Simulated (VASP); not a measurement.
# I (Cmce) in VASP: a series of runs

One crystal, I, is run at these levels: LDA, PBE, PBEsol; tasks: band structure.

All numbers are computed with VASP 6.6.1; they aren't measurements. Logs are shortened: lines on timing, memory, paths and dates and some standing lists are left out, and cuts for length are marked.

**1. The crystal as given**

Symmetry: Cmce, No. 64, orthorhombic system. The conventional cell has a = 7.270 Å, b = 4.790 Å, c = 9.793 Å, α = 90.00°, β = 90.00°, γ = 90.00°. Around I (site symmetry m) lie 1 I at 2.68 Å.

**2. Band structure, LDA**

Input file INCAR:

```
ALGO = Fast
EDIFF = 1E-6
ENCUT = 520
ISIF = 2
ISMEAR = 0
LASPH = True
LCHARG = False
LREAL = False
LWAVE = False
NELM = 80
PREC = Accurate
SIGMA = 0.02
```

Input file KPOINTS:

```
k-points
0
Gamma
  8 8 4
```

Input file POSCAR:

```
I
1.0
    3.6350350000     -2.3950200000      0.0000000000
    3.6350350000      2.3950200000      0.0000000000
    0.0000000000      0.0000000000      9.7934400000
I
4
Direct
    0.6493000000      0.3507000000      0.3844000000
    0.1493000000      0.8507000000      0.1156000000
    0.3507000000      0.6493000000      0.6156000000
    0.8507000000      0.1493000000      0.8844000000
```

Input file KPOINTS_OPT:

```
path GXSRAZGYX1A1TY,ZT
10
line-mode
reciprocal
 0.0000000000  0.0000000000  0.0000000000  G
 0.3585278261 -0.3585278261  0.0000000000  X

 0.3585278261 -0.3585278261  0.0000000000  X
 0.0000000000 -0.5000000000  0.0000000000  S

 0.0000000000 -0.5000000000  0.0000000000  S
 0.0000000000 -0.5000000000 -0.5000000000  R

 0.0000000000 -0.5000000000 -0.5000000000  R
 0.3585278261 -0.3585278261 -0.5000000000  A

 0.3585278261 -0.3585278261 -0.5000000000  A
 0.0000000000  0.0000000000 -0.5000000000  Z

 0.0000000000  0.0000000000 -0.5000000000  Z
 0.0000000000  0.0000000000  0.0000000000  G

 0.0000000000  0.0000000000  0.0000000000  G
-0.5000000000 -0.5000000000  0.0000000000  Y

-0.5000000000 -0.5000000000  0.0000000000  Y
-0.3585278261 -0.6414721739  0.0000000000  X1

-0.3585278261 -0.6414721739  0.0000000000  X1
-0.3585278261 -0.6414721739 -0.5000000000  A1

-0.3585278261 -0.6414721739 -0.5000000000  A1
-0.5000000000 -0.5000000000 -0.5000000000  T

-0.5000000000 -0.5000000000 -0.5000000000  T
-0.5000000000 -0.5000000000  0.0000000000  Y

 0.0000000000  0.0000000000 -0.5000000000  Z
-0.5000000000 -0.5000000000 -0.5000000000  T
```

Potentials or basis: VASP PAW LDA potentials, release 64 (I).

Run with:

```
> cat potpaw_LDA.64/I/POTCAR > POTCAR
> mpirun -np 1 vasp_std > vasp.out
```

OUTCAR:

```text
EDIFF = 1E-6
   ENCUT = 520
   ISIF = 2
   ISMEAR = 0
   LASPH = True
   LREAL = False
   NELM = 80
   PREC = Accurate

 ion  position               nearest neighbor table
   1  0.649  0.351  0.384-   3 2.68   2 3.56   2 3.56
   2  0.149  0.851  0.116-   4 2.68   1 3.56   1 3.56
   3  0.351  0.649  0.616-   1 2.68   4 3.56   4 3.56
   4  0.851  0.149  0.884-   2 2.68   3 3.56   3 3.56

  LATTYP: Found a base centered orthorhombic cell.
 ALAT       =     4.7900400000
 B/A-ratio  =     1.5177472422
 C/A-ratio  =     2.0445424255

  Lattice vectors:

 A1 = (  -3.6350350000,  -2.3950200000,   0.0000000000)
 A2 = (   3.6350350000,  -2.3950200000,   0.0000000000)
 A3 = (   0.0000000000,   0.0000000000,   9.7934400000)

Analysis of symmetry for initial positions (statically):
=====================================================================
 Subroutine PRICEL returns:
 Original cell was already a primitive cell.

 Routine SETGRP: Setting up the symmetry group for a
 base centered orthorhombic supercell.

 Subroutine GETGRP returns: Found  8 space group operations
 (whereof  4 operations were pure point group operations)
 out of a pool of  8 trial point group operations.

The static configuration has the point symmetry C_2h.
 The point group associated with its full space group is D_2h.

Analysis of symmetry for dynamics (positions and initial velocities):
=====================================================================
 Subroutine PRICEL returns:
 Original cell was already a primitive cell.

 Routine SETGRP: Setting up the symmetry group for a
 base centered orthorhombic supercell.

 Subroutine GETGRP returns: Found  8 space group operations
 (whereof  4 operations were pure point group operations)
 out of a pool of  8 trial point group operations.

The dynamic configuration has the point symmetry C_2h.
 The point group associated with its full space group is D_2h.

 Subroutine INISYM returns: Found  8 space group operations
 (whereof  4 operations are pure point group operations),
 and found     1 'primitive' translations

----------------------------------------------------------------------------------------

                                     Primitive cell

  volume of cell :     170.5230

  direct lattice vectors                    reciprocal lattice vectors
     3.635035000 -2.395020000  0.000000000     0.137550257 -0.208766524  0.000000000
     3.635035000  2.395020000  0.000000000     0.137550257  0.208766524  0.000000000
     0.000000000  0.000000000  9.793440000     0.000000000  0.000000000  0.102109167

  length of vectors
     4.353113857  4.353113857  9.793440000     0.250007070  0.250007070  0.102109167

  position of ions in fractional coordinates (direct lattice)
     0.649300000  0.350700000  0.384400000
     0.149300000  0.850700000  0.115600000
     0.350700000  0.649300000  0.615600000
     0.850700000  0.149300000  0.884400000

  ion indices of the primitive-cell ions
   primitive index   ion index
                 1           1
                 2           2
                 3           3
                 4           4

----------------------------------------------------------------------------------------

 KPOINTS: k-points

Automatic generation of k-mesh.
 Grid dimensions read from file:
 generate k-points for:    8    8    4

 Generating k-lattice:

  Cartesian coordinates                     Fractional coordinates (reciprocal lattice)
     0.017193782 -0.026095815  0.000000000     0.125000000  0.000000000  0.000000000
     0.017193782  0.026095815  0.000000000     0.000000000  0.125000000  0.000000000
     0.000000000  0.000000000  0.025527292     0.000000000  0.000000000  0.250000000

  Length of vectors
     0.031250884  0.031250884  0.025527292

  Shift w.r.t. Gamma in fractional coordinates (k-lattice)
     0.000000000  0.000000000  0.000000000

 Subroutine IBZKPT returns following result:
 ===========================================

 Found     63 irreducible k-points:

 Following reciprocal coordinates:
[... 43 lines left out ...]
  ext. energy  EPLUGINS =         0.00000000
  ---------------------------------------------------
  free energy    TOTEN  =        -7.80179293 eV

  energy without entropy =       -7.80179293  energy(sigma->0) =       -7.80179293

 E-fermi :   2.4912     XC(G=0):  -8.3831

 val. band max:        2.3680524889   @ k =   0.5000   0.0000   0.5000
 cond. band min:       3.5733882113   @ k =   0.5000   0.5000   0.2500
 fundamental gap:      1.2053357224
 Fermi energy:         2.4911731108

 k-point     1 :       0.0000    0.0000    0.0000
  band No.  band energies     occupation
      1     -11.2909      2.00000
      2     -10.8318      2.00000
      3      -9.2242      2.00000
      4      -8.2729      2.00000
      5      -2.2332      2.00000
      6      -0.8621      2.00000
[... 10 lines left out ...]
     17       7.3458      0.00000
     18       7.4466      0.00000

 k-point     2 :       0.1250    0.0000    0.0000
  band No.  band energies     occupation
      1     -11.2425      2.00000
      2     -10.8117      2.00000
      3      -9.1865      2.00000
      4      -8.3114      2.00000
      5      -2.2237      2.00000
      6      -0.9829      2.00000
[... 10 lines left out ...]
     17       7.6328      0.00000
     18       7.7035      0.00000

 k-point     3 :       0.2500    0.0000    0.0000
  band No.  band energies     occupation
      1     -11.1125      2.00000
      2     -10.7694      2.00000
      3      -9.0831      2.00000
      4      -8.4222      2.00000
      5      -2.2276      2.00000
      6      -1.3651      2.00000
[... 10 lines left out ...]
     17       8.0622      0.00000
     18       8.0688      0.00000

 k-point     4 :       0.3750    0.0000    0.0000
  band No.  band energies     occupation
      1     -10.9464      2.00000
      2     -10.7524      2.00000
      3      -8.9362      2.00000
      4      -8.5849      2.00000
      5      -2.2499      2.00000
      6      -1.8408      2.00000
[... 375 lines left out ...]
      4      -8.4055      2.00000
      5      -2.0638      2.00000
      6      -1.1334      2.00000
[... 10 lines left out ...]
     17       7.5404      0.00000
     18       7.7172      0.00000

 k-point    23 :       0.1250    0.0000    0.2500
  band No.  band energies     occupation
      1     -11.1937      2.00000
      2     -10.8956      2.00000
      3      -9.0440      2.00000
      4      -8.4327      2.00000
      5      -2.0773      2.00000
      6      -1.2428      2.00000
[... 10 lines left out ...]
     17       7.7062      0.00000
     18       7.8619      0.00000

 k-point    24 :       0.2500    0.0000    0.2500
  band No.  band energies     occupation
      1     -11.0717      2.00000
      2     -10.8324      2.00000
      3      -8.9770      2.00000
      4      -8.5134      2.00000
      5      -2.1193      2.00000
      6      -1.4926      2.00000
[... 10 lines left out ...]
     17       8.0853      0.00000
     18       8.1491      0.00000

 [... further k-points ...]
[... 5 lines left out ...]
  --------------------------------------------------------------------------------------
  -------------------------------------------------------------------------------------
  Total       -0.8088982     -1.5023440     -0.4958679      0.0000000     -0.0000000      0.0000000
  in kB       -7.6001372    -14.1155225     -4.6590095      0.0000000     -0.0000000      0.0000000
  external PRESSURE =      -8.7915564 kB  Pullay stress =       0.0000000 kB

 VOLUME and BASIS-vectors are now :
 -----------------------------------------------------------------------------
  energy-cutoff  :      520.00
  volume of cell :      170.52
      direct lattice vectors                 reciprocal lattice vectors
     3.635035000 -2.395020000  0.000000000     0.137550257 -0.208766524  0.000000000
     3.635035000  2.395020000  0.000000000     0.137550257  0.208766524  0.000000000
     0.000000000  0.000000000  9.793440000     0.000000000  0.000000000  0.102109167

 POSITION                                       TOTAL-FORCE (eV/Angst)
 -----------------------------------------------------------------------------------
      3.63503     -0.71515      3.76460         0.000000     -0.309361     -0.657191
      3.63503      1.67987      1.13212         0.000000     -0.309361      0.657191
      3.63503      0.71515      6.02884         0.000000      0.309361      0.657191
      3.63503     -1.67987      8.66132         0.000000      0.309361     -0.657191
 -----------------------------------------------------------------------------------
    total drift:                               -0.000000     -0.000000      0.000000

  FREE ENERGIE OF THE ION-ELECTRON SYSTEM (eV)
  ---------------------------------------------------
  free  energy   TOTEN  =        -7.8017929287 eV

  energy  without entropy=       -7.8017929287  energy(sigma->0) =       -7.80179293
```

It took 6.2 min on 1 thread of Intel Xeon Platinum 8488C (Sapphire Rapids), shared host; peak memory 0.39 GiB.

Results:

| Property | Result |
| --- | --- |
| Free energy | -7.8018 eV |
| Pressure | -0.9 GPa |
| Largest force | 0.726 eV/Å |
| Band gap on the k mesh | 1.21 eV, indirect (least direct gap 1.31 eV) |
| Band gap along the path | 1.20 eV, indirect (least direct gap 1.31 eV) |

Forces in eV/Å, atoms in the order of the input:
```
I    0.000 -0.309 -0.657
I    0.000 -0.309  0.657
I    0.000  0.309  0.657
I    0.000  0.309 -0.657
```

Stress tensor (GPa, compression positive):
```
-0.76  0.00  0.00
 0.00 -1.41  0.00
 0.00  0.00 -0.47
```

Levels at the corners of the path, in eV from the valence-band top:
```
point  band 12  band 13  band 14  band 15  band 16  band 17
    Γ    -0.58    -0.08    -0.02     1.30     2.15     4.98
    X    -1.02    -0.68    -0.24     1.60     1.83     6.03
    X    -1.02    -0.68    -0.24     1.60     1.83     6.03
    S    -1.27    -0.43    -0.43     2.19     2.19     5.21
    S    -1.27    -0.43    -0.43     2.19     2.19     5.21
    R    -0.76     0.00     0.00     1.58     1.58     5.58
    R    -0.76     0.00     0.00     1.58     1.58     5.58
    A    -0.82    -0.61    -0.61     1.68     1.68     6.61
    A    -0.82    -0.61    -0.61     1.68     1.68     6.61
    Z    -1.05    -0.04    -0.04     1.54     1.54     5.45
    Z    -1.05    -0.04    -0.04     1.54     1.54     5.45
    Γ    -0.58    -0.08    -0.02     1.30     2.15     4.98
    Γ    -0.58    -0.08    -0.02     1.30     2.15     4.98
    Y    -1.39    -0.74    -0.29     1.21     1.77     4.95
    Y    -1.39    -0.74    -0.29     1.21     1.77     4.95
   X1    -1.02    -0.68    -0.24     1.60     1.83     6.03
   X1    -1.02    -0.68    -0.24     1.60     1.83     6.03
   A1    -0.82    -0.61    -0.61     1.68     1.68     6.61
   A1    -0.82    -0.61    -0.61     1.68     1.68     6.61
    T    -1.26    -1.00    -1.00     1.33     1.33     5.89
    T    -1.26    -1.00    -1.00     1.33     1.33     5.89
    Y    -1.39    -0.74    -0.29     1.21     1.77     4.95
    Z    -1.05    -0.04    -0.04     1.54     1.54     5.45
    T    -1.26    -1.00    -1.00     1.33     1.33     5.89
```

Caveat: spin-orbit coupling is left out, which moves the levels of the heavy elements.

**3. Band structure, PBE**

Edit INCAR of step 2 so:

```diff
@@ -3,2 +3,3 @@
 ENCUT = 520
+GGA = PE
 ISIF = 2
```

KPOINTS is that of step 2.

POSCAR is that of step 2.

KPOINTS_OPT is that of step 2.

Potentials or basis: VASP PAW PBE potentials, release 64 (I).

Run with:

```
> cat potpaw_PBE.64/I/POTCAR > POTCAR
> mpirun -np 1 vasp_std > vasp.out
```

Wall time 6.3 min (1 thread of Intel Xeon Platinum 8488C (Sapphire Rapids), shared host); peak memory 0.46 GiB.

The run converged. Its results:

- Free energy: -5.8887 eV
- Pressure: 1.8 GPa
- Largest force: 0.844 eV/Å
- Band gap on the k mesh: 1.30 eV, indirect (least direct gap 1.41 eV)
- Band gap along the path: 1.29 eV, indirect (least direct gap 1.41 eV)

Forces on the atoms (eV/Å):
```
I    0.000 -0.394 -0.746
I    0.000 -0.394  0.746
I    0.000  0.394  0.746
I    0.000  0.394 -0.746
```

Stress tensor (GPa, compression positive):
```
1.26 0.00 0.00
0.00 1.32 0.00
0.00 0.00 2.69
```

Levels at the corners of the path, in eV from the valence-band top:
| point | band 12 | band 13 | band 14 | band 15 | band 16 | band 17 |
| --- | --- | --- | --- | --- | --- | --- |
| Γ | -0.56 | -0.09 | -0.03 | 1.39 | 2.23 | 5.26 |
| X | -1.00 | -0.66 | -0.25 | 1.68 | 1.91 | 6.20 |
| X | -1.00 | -0.66 | -0.25 | 1.68 | 1.91 | 6.20 |
| S | -1.23 | -0.43 | -0.43 | 2.26 | 2.26 | 5.43 |
| S | -1.23 | -0.43 | -0.43 | 2.26 | 2.26 | 5.43 |
| R | -0.74 | 0.00 | 0.00 | 1.67 | 1.67 | 5.79 |
| R | -0.74 | 0.00 | 0.00 | 1.67 | 1.67 | 5.79 |
| A | -0.81 | -0.59 | -0.59 | 1.76 | 1.76 | 6.80 |
| A | -0.81 | -0.59 | -0.59 | 1.76 | 1.76 | 6.80 |
| Z | -1.03 | -0.06 | -0.06 | 1.65 | 1.65 | 5.69 |
| Z | -1.03 | -0.06 | -0.06 | 1.65 | 1.65 | 5.69 |
| Γ | -0.56 | -0.09 | -0.03 | 1.39 | 2.23 | 5.26 |
| Γ | -0.56 | -0.09 | -0.03 | 1.39 | 2.23 | 5.26 |
| Y | -1.36 | -0.72 | -0.30 | 1.30 | 1.85 | 5.13 |
| Y | -1.36 | -0.72 | -0.30 | 1.30 | 1.85 | 5.13 |
| X1 | -1.00 | -0.66 | -0.25 | 1.68 | 1.91 | 6.20 |
| X1 | -1.00 | -0.66 | -0.25 | 1.68 | 1.91 | 6.20 |
| A1 | -0.81 | -0.59 | -0.59 | 1.76 | 1.76 | 6.80 |
| A1 | -0.81 | -0.59 | -0.59 | 1.76 | 1.76 | 6.80 |
| T | -1.23 | -0.98 | -0.98 | 1.43 | 1.43 | 6.07 |
| T | -1.23 | -0.98 | -0.98 | 1.43 | 1.43 | 6.07 |
| Y | -1.36 | -0.72 | -0.30 | 1.30 | 1.85 | 5.13 |
| Z | -1.03 | -0.06 | -0.06 | 1.65 | 1.65 | 5.69 |
| T | -1.23 | -0.98 | -0.98 | 1.43 | 1.43 | 6.07 |

Caveat: spin-orbit coupling is left out, which moves the levels of the heavy elements. A hybrid or GW would open this gap; PBE tends to underestimate it.

**4. Band structure, PBEsol**

Edit INCAR of step 3 so:

```diff
@@ -3,3 +3,3 @@
 ENCUT = 520
-GGA = PE
+GGA = PS
 ISIF = 2
```

KPOINTS is that of step 3.

POSCAR is that of step 3.

KPOINTS_OPT is that of step 3.

Run with:

```
> cat potpaw_PBE.64/I/POTCAR > POTCAR
> mpirun -np 1 vasp_std > vasp.out
```

Wall time 5.7 min (1 thread of Intel Xeon Platinum 8488C (Sapphire Rapids), shared host); peak memory 0.46 GiB.

It converged, with:

| Quantity | Value |
| --- | --- |
| Free energy | -6.8293 eV |
| Pressure | 0.1 GPa |
| Largest force | 0.765 eV/Å |
| Band gap on the k mesh | 1.26 eV, indirect (least direct gap 1.37 eV) |
| Band gap along the path | 1.25 eV, indirect (least direct gap 1.37 eV) |

Forces on the atoms (eV/Å):
```
I    0.000 -0.335 -0.688
I    0.000 -0.335  0.688
I    0.000  0.335  0.688
I    0.000  0.335 -0.688
```

Stress tensor (GPa, compression positive):
```
 0.01  0.00  0.00
 0.00 -0.42  0.00
 0.00  0.00  0.67
```

Levels at the corners of the path, in eV from the valence-band top:
| point | band 10 | band 11 | band 12 | band 13 | band 14 | band 15 | band 16 | band 17 | band 18 |
| --- | --- | --- | --- | --- | --- | --- | --- | --- | --- |
| Γ | -1.16 | -1.15 | -0.57 | -0.08 | -0.02 | 1.34 | 2.19 | 5.10 | 5.12 |
| X | -2.34 | -1.56 | -1.01 | -0.67 | -0.24 | 1.65 | 1.88 | 6.08 | 6.26 |
| X | -2.34 | -1.56 | -1.01 | -0.67 | -0.24 | 1.65 | 1.88 | 6.08 | 6.26 |
| S | -1.72 | -1.26 | -1.26 | -0.43 | -0.43 | 2.23 | 2.23 | 5.29 | 5.29 |
| S | -1.72 | -1.26 | -1.26 | -0.43 | -0.43 | 2.23 | 2.23 | 5.29 | 5.29 |
| R | -1.78 | -0.75 | -0.75 | 0.00 | 0.00 | 1.63 | 1.63 | 5.66 | 5.66 |
| R | -1.78 | -0.75 | -0.75 | 0.00 | 0.00 | 1.63 | 1.63 | 5.66 | 5.66 |
| A | -2.70 | -0.82 | -0.82 | -0.60 | -0.60 | 1.72 | 1.72 | 6.67 | 6.67 |
| A | -2.70 | -0.82 | -0.82 | -0.60 | -0.60 | 1.72 | 1.72 | 6.67 | 6.69 |
| Z | -1.22 | -1.05 | -1.05 | -0.05 | -0.05 | 1.59 | 1.59 | 5.55 | 5.55 |
| Z | -1.22 | -1.05 | -1.05 | -0.05 | -0.05 | 1.59 | 1.59 | 5.55 | 5.55 |
| Γ | -1.16 | -1.15 | -0.57 | -0.08 | -0.02 | 1.34 | 2.19 | 5.10 | 5.12 |
| Γ | -1.16 | -1.15 | -0.57 | -0.08 | -0.02 | 1.34 | 2.19 | 5.10 | 5.12 |
| Y | -1.99 | -1.86 | -1.38 | -0.73 | -0.29 | 1.26 | 1.81 | 5.00 | 5.73 |
| Y | -1.99 | -1.86 | -1.38 | -0.73 | -0.29 | 1.26 | 1.81 | 5.00 | 5.73 |
| X1 | -2.34 | -1.56 | -1.01 | -0.67 | -0.24 | 1.65 | 1.88 | 6.08 | 6.26 |
| X1 | -2.34 | -1.56 | -1.01 | -0.67 | -0.24 | 1.65 | 1.88 | 6.08 | 6.26 |
| A1 | -2.70 | -0.82 | -0.82 | -0.60 | -0.60 | 1.72 | 1.72 | 6.67 | 6.69 |
| A1 | -2.70 | -0.82 | -0.82 | -0.60 | -0.60 | 1.72 | 1.72 | 6.67 | 6.71 |
| T | -1.90 | -1.25 | -1.25 | -0.99 | -0.99 | 1.38 | 1.38 | 5.94 | 5.94 |
| T | -1.90 | -1.25 | -1.25 | -0.99 | -0.99 | 1.38 | 1.38 | 5.94 | 5.94 |
| Y | -1.99 | -1.86 | -1.38 | -0.73 | -0.29 | 1.26 | 1.81 | 5.00 | 5.73 |
| Z | -1.22 | -1.05 | -1.05 | -0.05 | -0.05 | 1.59 | 1.59 | 5.55 | 5.55 |
| T | -1.90 | -1.25 | -1.25 | -0.99 | -0.99 | 1.38 | 1.38 | 5.94 | 5.94 |

Caveat: the PAW data sets were made with another functional, which shifts forces and pressure a little; spin-orbit coupling is left out, which moves the levels of the heavy elements.

**5. For comparison**

An earlier run on the cell as given: functional PBEsol; potentials or basis VASP PAW PBE potentials, release 64 (I); cutoff 520 eV; k mesh 7 × 7 × 3; occupations fermi-dirac, width 0.05 eV; no spin polarisation.

- Pressure: 0.1 GPa
- Largest force: 0.765 eV/Å
- Band gap on the k mesh: 1.29 eV, indirect (least direct gap 1.37 eV)

**6. Summary**

| task | level | potentials or basis | k mesh | smearing | ladder | gap on the mesh (eV) | pressure (GPa) | largest force (eV/Å) |
| --- | --- | --- | --- | --- | --- | --- | --- | --- |
| band structure | LDA | VASP PAW LDA potentials, release 64 (I) | 8 × 8 × 4 | gaussian 0.02 eV | gaps | 1.21 | -0.9 | 0.73 |
| band structure | PBE | VASP PAW PBE potentials, release 64 (I) | 8 × 8 × 4 | gaussian 0.02 eV | gaps | 1.30 | 1.8 | 0.84 |
| band structure | PBEsol | VASP PAW PBE potentials, release 64 (I) | 8 × 8 × 4 | gaussian 0.02 eV | gaps | 1.26 | 0.1 | 0.77 |
| single point | PBEsol | VASP PAW PBE potentials, release 64 (I) | 7 × 7 × 3 | fermi-dirac 0.05 eV | free | 1.29 | 0.1 | 0.76 |

Alike in all rows: no spin polarisation; cell as given; cutoff (eV) 520.

Caveats: spin-orbit coupling is left out, which moves the levels of the heavy elements; the PAW data sets were made with another functional, which shifts forces and pressure a little (some runs); an odd mesh through Γ misses points on the zone boundary, where band edges often lie (some runs).

Absolute energies hang on the potentials; compare differences alone.
